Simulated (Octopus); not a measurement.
GaAs:

```
CELL_PARAMETERS angstrom
0.00000 2.82685 2.82685
2.82685 0.00000 2.82685
2.82685 2.82685 0.00000
ATOMIC_POSITIONS crystal
As 0.75000 0.75000 0.75000
Ga 0.00000 0.00000 0.00000
```

Base run:

```yaml
Program: Octopus 16.4
Functional: PBE
Potentials_or_basis: pseudodojo_pbe (PseudoDojo 0.5, PBE)
Grid_spacing: 0.133 Å
k_mesh: 8 × 8 × 8
Occupations: fermi-dirac, width 0.05 eV
Spin: no spin polarisation
```

Its results: band gap on the k mesh 0.51 eV, direct.

Question: The run is repeated on the same cell with these changes: functional from PBE to PBEsol; potentials or basis from pseudodojo_pbe (PseudoDojo 0.5, PBE) to pseudodojo_pbesol (PseudoDojo 0.4, PBEsol). What comes out?

Answer: Band gap on the k mesh 0.44 eV, direct.

A k mesh can miss the band edges.

Not every run made on this cell is shown here.
